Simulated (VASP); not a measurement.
A run of VASP 6.6.1:

File INCAR:

```
SYSTEM = HCl
  PREC = Accurate
  ENCUT = 400
  EDIFF = 1E-7
  ISMEAR = 0
  SIGMA = 0.01
  LREAL = .False.
  LASPH = .True.
  NELM = 60
  ALGO = Fast
  ISIF = 2
  LWAVE = .False.
  LCHARG = .False.
  GGA = PE
  IVDW = 12
  NBANDS = 11
  IBRION = 5
  NFREE = 2
  POTIM = 0.015
  NSW = 1
  ISYM = 0
```

The input KPOINTS:

```
Automatic mesh
0
Gamma
  1 1 1
  0 0 0
```

Contents of POSCAR:

```
HCl                                     
1.0
   11.7297382172      0.0000000000      0.0000000000
    0.0000000000     12.2297382172      0.0000000000
    0.0000000000      0.0000000000     12.7297382172
  Cl              H             
     1     1
Selective dynamics
Direct
0.5117905123000028  0.5543649501999965  0.4919316112000018  T T T
0.4880458438211183  0.4531205594890840  0.5081803807965906  T T T
```

Potentials or basis: VASP PAW PBE potentials, release 64 (Cl, H).

Launch:

```sh
$ cat potpaw_PBE.64/Cl/POTCAR potpaw_PBE.64/H/POTCAR > POTCAR
$ mpirun -np 1 vasp_gam > vasp.out
```

Hardware: 1 thread of Intel(R) Xeon(R) Platinum 8375C CPU @ 2.90GHz (Ice Lake), on a shared host.

Question: Estimate the wall time of this run.

Answer: It took 18 min on 1 thread of Intel(R) Xeon(R) Platinum 8375C CPU @ 2.90GHz (Ice Lake) (shared host), peak memory 1.1 GiB. Counts: scf iterations 208, k points 1.
